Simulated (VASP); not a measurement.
## VASP 6.6.1 run: RbBr

INCAR

```
MAXMIX = 10
NSW = 0
LWAVE = .FALSE.
EDIFF = 1E-7
NBANDS = 15
LREAL = .FALSE.
ISMEAR = -1
LASPH = .TRUE.
SIGMA = 0.02
PREC = Accurate
NELM = 120
ENCUT = 520
GGA = PE
IBRION = -1
LCHARG = .FALSE.
ISIF = 2
```

KPOINTS

```
KPOINTS created by Atomic Simulation Environment
0
Gamma
2 2 2
0 0 0
```

POSCAR

```
Rb Br
 1.0000000000000000
     4.0961415907000003    0.0000000000000000    0.0000000000000000
     0.0000000000000000    4.0961415907000003    0.0000000000000000
     0.0000000000000000    0.0000000000000000    4.1403347241999997
 Rb  Br
   1   1
Cartesian
  0.0000000000000000  0.0000000000000000  0.0000000000000000
  2.0480707953500001  2.0480707953500001  2.0701673620999994
```

The recommended PBE PAW datasets give the neutral cell 16 valence electrons.

Command

```
mpirun -np 1 vasp_std
```

OSZICAR

```
N       E                     dE             d eps       ncg     rms          rms(c)
DAV:   1     0.789644358369E+02    0.78964E+02   -0.67643E+03   180   0.928E+02
DAV:   2    -0.985623942380E+00   -0.79950E+02   -0.72186E+02   237   0.170E+02
DAV:   3    -0.591714108699E+01   -0.49315E+01   -0.49107E+01   250   0.426E+01
DAV:   4    -0.604638896348E+01   -0.12925E+00   -0.12923E+00   234   0.663E+00
DAV:   5    -0.604797193567E+01   -0.15830E-02   -0.15829E-02   272   0.604E-01    0.268E+00
DAV:   6    -0.580001379708E+01    0.24796E+00   -0.20148E-01   201   0.249E+00    0.180E+00
DAV:   7    -0.575668353670E+01    0.43330E-01   -0.13744E-01   222   0.210E+00    0.918E-01
DAV:   8    -0.576081493614E+01   -0.41314E-02   -0.14497E-02   238   0.727E-01    0.119E-01
DAV:   9    -0.576068918084E+01    0.12576E-03   -0.57988E-04   236   0.152E-01    0.736E-02
DAV:  10    -0.576081314909E+01   -0.12397E-03   -0.27597E-04   236   0.105E-01    0.183E-02
DAV:  11    -0.576081255806E+01    0.59103E-06   -0.13657E-05   236   0.223E-02    0.756E-03
DAV:  12    -0.576081392516E+01   -0.13671E-05   -0.27195E-06   250   0.119E-02    0.130E-03
DAV:  13    -0.576081399921E+01   -0.74052E-07   -0.10128E-07   224   0.248E-03
   1 F= -.57608140E+01 E0= -.57608140E+01  d E =-.323845E-12
```

From OUTCAR

```
k-points           NKPTS =      6   k-points in BZ     NKDIM =      6   number of bands    NBANDS=     15

   NELECT =      16.0000    total number of electrons

   dimension x,y,z NGX =    30 NGY =   30 NGZ =   32
   dimension x,y,z NGXF=    60 NGYF=   60 NGZF=   64

  energy-cutoff  :      520.00
  volume of cell :       69.47
      direct lattice vectors                 reciprocal lattice vectors
     4.096141591  0.000000000  0.000000000     0.244132186  0.000000000  0.000000000
     0.000000000  4.096141591  0.000000000     0.000000000  0.244132186  0.000000000
     0.000000000  0.000000000  4.140334724     0.000000000  0.000000000  0.241526366

 k-points in reciprocal lattice and weights: KPOINTS created by Atomic Simulation Env
   0.00000000  0.00000000  0.00000000       0.125
   0.50000000  0.00000000  0.00000000       0.250
   0.50000000  0.50000000  0.00000000       0.125
   0.00000000  0.00000000  0.50000000       0.125
   0.50000000  0.00000000  0.50000000       0.250
   0.50000000  0.50000000  0.50000000       0.125

 E-fermi :   0.0935

 k-point     1 :       0.0000    0.0000    0.0000
  band No.  band energies     occupation
      1     -25.7491      2.00000
      2     -13.0801      2.00000
      3      -9.7336      2.00000
      4      -9.7243      2.00000
      5      -9.7243      2.00000
      6      -0.6691      2.00000
      7      -0.6143      2.00000
      8      -0.6143      2.00000
      9       3.5569      0.00000
     10       4.9646      0.00000
     11       5.0027      0.00000
     12       9.3066      0.00000
     13       9.3066      0.00000
     14       9.3969      0.00000
     15      12.0631      0.00000

 k-point     2 :       0.5000    0.0000    0.0000
  band No.  band energies     occupation
      1     -25.7269      2.00000
      2     -13.0819      2.00000
      3      -9.8544      2.00000
      4      -9.6827      2.00000
      5      -9.6751      2.00000
      6      -2.2523      2.00000
      7      -0.7534      2.00000
      8      -0.6878      2.00000
      9       6.2825      0.00000
     10       6.6048      0.00000
     11       7.1697      0.00000
     12       8.1791      0.00000
     13       9.2457      0.00000
     14       9.2603      0.00000
     15      10.1263      0.00000

 k-point     3 :       0.5000    0.5000    0.0000
  band No.  band energies     occupation
      1     -25.7065      2.00000
      2     -12.8744      2.00000
      3     -10.0480      2.00000
      4     -10.0480      2.00000
      5      -9.6474      2.00000
      6      -1.5565      2.00000
      7      -1.5565      2.00000
      8      -0.5048      2.00000
      9       4.7441      0.00000
     10       5.6046      0.00000
     11       7.3014      0.00000
     12       7.3014      0.00000
     13      10.3687      0.00000
     14      10.3687      0.00000
     15      11.1578      0.00000

 k-point     4 :       0.0000    0.0000    0.5000
  band No.  band energies     occupation
      1     -25.7293      2.00000
      2     -13.0925      2.00000
      3      -9.8309      2.00000
      4      -9.6785      2.00000
      5      -9.6785      2.00000
      6      -2.2483      2.00000
      7      -0.7004      2.00000
      8      -0.7004      2.00000
      9       6.2560      0.00000
     10       6.5955      0.00000
     11       7.0991      0.00000
     12       8.1977      0.00000
     13       9.3337      0.00000
     14       9.3337      0.00000
     15      10.1473      0.00000

 ...

  Total        1.0341886      1.0341886      0.8362141      0.0000000     -0.0000000      0.0000000
  in kB       23.8520082     23.8520082     19.2860239      0.0000000     -0.0000000      0.0000000
  external PRESSURE =      22.3300134 kB  Pullay stress =       0.0000000 kB

 POSITION                                       TOTAL-FORCE (eV/Angst)
 -----------------------------------------------------------------------------------
      0.00000      0.00000      0.00000         0.000000      0.000000      0.000000
      2.04807      2.04807      2.07017         0.000000      0.000000      0.000000
 -----------------------------------------------------------------------------------
    total drift:                                0.000000      0.000000      0.000000

  FREE ENERGIE OF THE ION-ELECTRON SYSTEM (eV)
  ---------------------------------------------------
  free  energy   TOTEN  =        -5.7608139992 eV

  energy  without entropy=       -5.7608139992  energy(sigma->0) =       -5.76081400
```

It converged. Results: gap between bands v and c on the k mesh 4.01 eV; least direct gap on the k mesh 4.17 eV; pressure 2.2 GPa. Band v is the last that the valence electrons fill when counted band by band, and c is the next.

These settings aren't sound, so the numbers aren't properties of the crystal.

On sound settings PBE gives a gap of 4.10 eV on its mesh and a pressure of 1.0 GPa for the intended cell.

The run took about 3.8 s on one core of a shared host (Intel Xeon 6975P-C) and held 0.16 GiB at most.
